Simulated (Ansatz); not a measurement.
# Band structure of HgTe

```
Hg Te
1.0
     0.00000    3.22350    3.22350
     3.22350    0.00000    3.22350
     3.22350    3.22350    0.00000
Hg Te
1 1
Direct
  0.00000 0.00000 0.00000
  0.75000 0.75000 0.75000
```

Atom numbers follow the list: Hg1, Te2.

The cell is COD entry 1539232, as deposited and not checked against the literature; nothing was relaxed.

Spin–orbit coupling is left out, though it moves levels of the heavy atoms by tenths of an eV or more.

Computed with DFT, LDA, all-electron LAPW, scalar-relativistic in Ansatz 0.2.0.

Settings: a Γ-centred 11×11×11 k mesh, Fermi–Dirac smearing of 0.03 eV, basis error target 0.5 meV/atom, no spin polarisation.

Points in fractions of the reciprocal vectors of this cell: Γ (0, 0, 0), X (-0.5, -0.5, 0), U (-0.375, -0.375, 0.25), K (-0.375, 0, 0.375), L (0, 0, 0.5), W (-0.5, -0.25, 0.25). The path joins them by straight lines in the order Γ–X–U–K–Γ–L–W–X; legs that retrace an earlier one aren't tabulated. Energies are in eV from the Fermi level.

Task: Is there a gap?

Result: None at this level of theory (metallic, semimetallic, or a small gap that the functional closes).

Task: List the levels between -14 and 7.5 eV at the symmetry points.

Result: 
Γ: -12.17, -7.42 (×3), -6.87 (×2), -0.94, -0.03 (×3), 4.14 (×3), 6.18
X: -11.38, -7.25, -7.07 (×2), -6.81, -6.43, -5.56, -2.36 (×2), 1.78, 2.28
U: -11.40, -7.23, -7.13, -6.99, -6.85, -6.34, -5.59, -3.02, -1.96, 2.12, 3.87, 6.87, 7.12
K: -11.40, -7.23, -7.13, -6.99, -6.85, -6.34, -5.59, -3.02, -1.96, 2.12, 3.87, 6.87, 7.12
L: -11.58, -7.29 (×2), -6.85 (×2), -6.57, -5.64, -1.04 (×2), 0.54, 4.96 (×2), 6.58
W: -11.38, -7.19, -7.14, -6.93, -6.92, -6.25, -5.66, -2.77, -2.64, 3.05, 4.47, 5.14, 6.02
